**Question: Why does a gap-opening functional give the smallest gap in SnTe?**

I'm comparing twelve density functionals for cubic SnTe, with the atoms in the same places every time. TASK is known for opening gaps that simpler functionals make too small, so I expected it at the top of the list. It is at the bottom, far below everything else. Is that run broken, or is there a reason? And are there other rows that I shouldn't read as part of the same trend?

GPAW 26.7.0, plane-wave PAW DFT for cubic SnTe at one fixed geometry, with a 600 eV cutoff, a 6 × 6 × 6 k mesh and Fermi-Dirac smearing of 0.05 eV. Both gaps include spin-orbit coupling, added by second variation after the self-consistent calculation, and are taken along a band path of 60 to 100 points.

| functional | potentials | gap on path (eV) | direct gap on path (eV) |
| --- | --- | --- | --- |
| LDA | GPAW-PAW-data-sets-(gpaw-data-1.2.1) | 0.254 | 0.316 |
| revPBE | GPAW-PAW-data-sets-(gpaw-data-1.2.1) | 0.241 | 0.296 |
| RPBE | GPAW-PAW-data-sets-(gpaw-data-1.2.1) | 0.259 | 0.293 |
| AM05 | PAW-data-sets-made-by gpaw-setup-for-the-functional | 0.318 | 0.323 |
| BP86 | PAW-data-sets-made-by gpaw-setup-for-the-functional | 0.255 | 0.267 |
| M06-L | GPAW-PAW-data-sets-(gpaw-data-1.2.1) | 0.244 | 0.244 |
| TASK | GPAW-PAW-data-sets-(gpaw-data-1.2.1) | 0.062 | 0.062 |
| TPSS | GPAW-PAW-data-sets-(gpaw-data-1.2.1) | 0.260 | 0.260 |
| optB88-vdW | GPAW-PAW-data-sets-(gpaw-data-1.2.1) | 0.243 | 0.245 |
| optPBE-vdW | GPAW-PAW-data-sets-(gpaw-data-1.2.1) | 0.247 | 0.247 |
| r4SCAN | GPAW-PAW-data-sets-(gpaw-data-1.2.1) | 0.275 | 0.297 |
| vdW-DF-cx | GPAW-PAW-data-sets-(gpaw-data-1.2.1) | 0.262 | 0.308 |

**Answer**

There is a good physical reason, and it starts with two sizes. Before spin-orbit coupling is added, most of these functionals put the band edges of SnTe only about 0.1 eV apart or less. Spin-orbit coupling then shifts them against each other by about 0.2 eV. When the shift is larger than the gap, it matters which of the two levels is on top, and a printed gap hides that.

I use the direct gap on path, the smallest vertical distance between filled and empty bands. The plain gap on path also allows the two edges to sit at different points, and here that number seems to depend on how finely the path was sampled. The two columns differ by 0.062 eV for LDA, with 100 points on its path, but by only 0.005 eV for AM05, with 60. AM05's lead in the plain gap may therefore come from the sampling.

**What spin-orbit coupling does to each row**

The same runs also give the gap before spin-orbit coupling, the scalar gap. It's taken on the k mesh and not along the path, so scalar bands that touch between mesh points would be missed. There TASK behaves as you expected: its 0.322 eV is the largest of all, and AM05 comes next with 0.127 eV. Spin-orbit coupling then widens the direct gap in eleven rows and narrows it in TASK alone. So the odd row differs in its response, and not just in its size.

The band edges that matter lie at the L point of the Brillouin zone. One is mainly a p level of Sn, the other mainly a p level of Te. Each has a partner, a pair of p levels on the same kind of atom: the Sn pair lies above its edge level, the Te pair below. Spin-orbit coupling mixes partners, and levels that mix repel each other. The Sn edge is therefore pushed down and the Te edge up.

In an ordinary semiconductor of this type the Sn level is the empty one, on top, and these two pushes close the gap. Cubic SnTe is known to be inverted: the Te level is on top and the Sn level is filled. The same pushes then drive the edges further apart. Eleven rows respond like an inverted material and TASK like an ordinary one. The orbital characters weren't printed, so this assignment rests on the response and on known physics.

**A model with a sign**

Let Δ be the scalar gap with a sign, positive when the Sn level is on top and negative when the order is inverted. In inverted order the scalar bands are expected to touch on a loop around L, so Δ is best read as the separation at L and not as a true gap. Let S be the amount by which spin-orbit coupling lowers it. If the smallest direct gap lies at L, it is then the size of Δ − S, with the sign dropped. I assume this for every row but r4SCAN. There the smallest direct gap is larger on the mesh, which contains L, than on the path, so the minimum on the path lies away from L and the model doesn't apply to its 0.297 eV. If the same happens in other inverted rows, their widening understates S.

This gives a test of whether the ordinary rows were inverted from the start. If spin-orbit coupling had inverted them, a larger scalar gap would leave a smaller final one, as long as S stays similar. Among the eight rows that aren't meta-GGAs, the opposite tends to happen. From optPBE-vdW to AM05 the scalar gap rises from 0.025 to 0.127 eV, and the direct gap rises too, from 0.247 to 0.323 eV.

For TASK, take S from the eight rows that aren't meta-GGAs. Their mean widening is 0.208 eV, and TASK has no part in that mean. Normal order predicts 0.322 − 0.208 ≈ 0.115 eV, while inverted order predicts 0.322 + 0.208 ≈ 0.530 eV. The calculation gives 0.062 eV. Normal order gets the narrowing right but leaves a gap almost twice too large; inverted order fails altogether.

The miss of about 0.05 eV means that TASK's shift is larger than the mean. A likely reason is that S isn't quite constant. Among the eight rows it tends to shrink as the inversion deepens, probably in part because the repelling partners move apart: the distance from the lower edge to the pair above it is 0.30 eV in optPBE-vdW and 0.32 eV in the more strongly inverted RPBE. Part of the trend may also come from minima that lie away from L. r4SCAN, outside the eight, doesn't follow it: its scalar gap is among the larger ones, yet on the mesh it widens the most of the eleven. In normal order the partners should be closer and repel more strongly. TASK's partner levels weren't printed, but its scalar Fermi energy lies about 0.02 eV below the middle of the gap. With the smearing used here, that is expected if further empty levels sit just above the upper edge, as a nearby Sn pair would.

There is one loose end. TASK could start in normal order and be pushed through zero, ending inverted with the same 0.062 eV. That would take a shift of 0.384 eV, against 0.260 eV if it stays normal. In the other rows the direct gap on the path exceeds the scalar gap by at most 0.222 eV, though r4SCAN's shift is larger than that when both gaps are taken on the mesh. But if the Sn pair is that close, an unusually large shift is to be expected, so size alone doesn't decide.

The Fermi energies hint at a crossing. In RPBE and optPBE-vdW the Fermi energy with spin-orbit coupling lies in the middle of the gap. If that holds for TASK too, staying normal would mean that its Te level moved down by about 0.02 eV, although the coupling should push it up. After a crossing, the Te level would have risen by about 0.04 eV, close to the 0.05 eV in RPBE. In r4SCAN, too, the upper band edge on the mesh rises by about as much as in RPBE. This is still only a hint, because it depends on where the Fermi energy sits in TASK's small gap. If it lay 0.02 eV below the middle, as it does before the coupling, staying normal would leave the Te level almost where it was. I'd leave the final order open until the orbital characters at L are known. Either way, TASK starts out normal.

**The smaller break**

M06-L and TPSS widen as the others do, but by less: 0.155 eV on average, about 0.05 eV short of the eight. If their smallest gaps on the path lie away from L, the true shortfall is smaller. r4SCAN seems to join them when its path gap is used, but with both gaps taken on the mesh it widens the most of the eleven. All three are meta-GGAs, and for them, as for TASK, the spin-orbit term was computed without the exchange-correlation potential. That potential is attractive and deepens towards the nucleus, so leaving it out should weaken the coupling. The direction fits M06-L and TPSS but not r4SCAN, so the omission can't be the whole story. The functional changes too, and with it perhaps the distance between the partner levels. The table can't tell how much each contributes. TASK's large shift, with the same omission in its spin-orbit term, also speaks against a simple rule.

AM05 and BP86 differ in another way: their PAW data sets were made for the functional. Their widenings still lie within the range of the other six rows that aren't meta-GGAs, so no break shows there.

**How to read the ranking**

TASK does open the gap, if you count with the sign. With the other eleven taken as inverted, it raises the scalar gap by about 0.41 eV relative to their mean. About a fifth of that rise goes into undoing the scalar inversion. Of the 0.322 eV that remains, spin-orbit coupling takes back 0.260 eV if the order stays normal. In an inverted material a larger printed gap can simply mean more strongly crossed levels, so the usual rule that a better functional gives a larger gap doesn't apply.

Don't take the 0.062 eV as a prediction for real SnTe. The spin-orbit splittings in all these runs are flagged as too wide. A weaker coupling would shrink the eleven inverted gaps. If TASK stays normal, it would also enlarge TASK's gap, and the table then exaggerates the contrast. TASK's gap is also small enough that it may close between the sampled points.

For a related compound, find out first which level is on top without spin-orbit coupling. If the order is inverted, the coupling should widen the gap. If it's normal, the coupling narrows the gap at first, but a shift larger than the gap inverts the bands and opens it again.
